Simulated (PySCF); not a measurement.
Species: C3H4N2.
Structure used (PBE0-D3(BJ)/def2-SVP), in Å, numbered top down from 1:
```xyz
9
C3H4N2 angstrom
C     -0.5265   -0.8534   -0.7223
C     -0.9286    0.3109   -0.1115
N      0.1835    0.7672    0.5475
C      1.1869   -0.1203    0.3116
N      0.7885   -1.1072   -0.4508
H     -1.1230   -1.5193   -1.3448
H     -1.8795    0.8367   -0.0859
H      0.2435    1.6075    1.1067
H      2.1880    0.0084    0.7238
```

Method used: delta-SCF UKS SCAN, pcX-2 on the ionised atom, pcseg-1 elsewhere, spin-free X2C in PySCF 2.14.0. Binding energies are ΔSCF values: E(core-ionised, relaxed orbitals) − E(ground state) at a fixed geometry, referred to the vacuum level.

Some binding energies are withheld.

```json
{"atom(s)": "C1", "bonded to": "N (aromatic in the SMILES), C (aromatic in the SMILES) and H", "level": "C 1s", "binding energy (eV)": "290.78"}
{"atom(s)": "C2", "bonded to": "N (aromatic in the SMILES), C (aromatic in the SMILES) and H", "level": "C 1s", "binding energy (eV)": "?"}
{"atom(s)": "C4", "bonded to": "2 N (aromatic in the SMILES) and H", "level": "C 1s", "binding energy (eV)": "291.87"}
{"atom(s)": "N3", "bonded to": "2 C (aromatic in the SMILES) and H", "level": "N 1s", "binding energy (eV)": "?"}
{"atom(s)": "N5", "bonded to": "2 C (aromatic in the SMILES)", "level": "N 1s", "binding energy (eV)": "404.37"}
```

**Question.** What is the N 1s binding energy of N3?

**Answer.** 406.82 eV (pyrrole-type nitrogen). The other listed N 1s value is that of N5; the shift against it is +2.45 eV.

**Question.** Fill in C 1s for C2.

**Answer.** 291.21 eV (aromatic CH next to a ring nitrogen). The nearest listed C 1s value is that of C1; the shift against it is +0.43 eV.

Lowest listed C 1s: C1, bonded to N (aromatic in the SMILES), C (aromatic in the SMILES) and H. Highest, 1.09 eV above it: C4, bonded to 2 N (aromatic in the SMILES) and H. The widest gap between neighbouring values is 0.66 eV, between 291.21 and 291.87 eV. Summing the Pauling electronegativity differences to the bonded atoms, each weighted by its formal bond order, gives +0.39 for the lowest site and +1.12 for the highest; no listed site has a larger sum than the highest.

**Question.** Express the binding energy of C 1s of C4 in atomic units and per mole.

**Answer.** 291.87 eV = 10.7260 Eh = 28161 kJ/mol.

Isolated species at its PBE0-D3(BJ)/def2-SVP geometry, gas phase.

On Arm Neoverse V1, one thread, no GPU, shared host, this took 21 s and 0.39 GiB of memory at its peak.
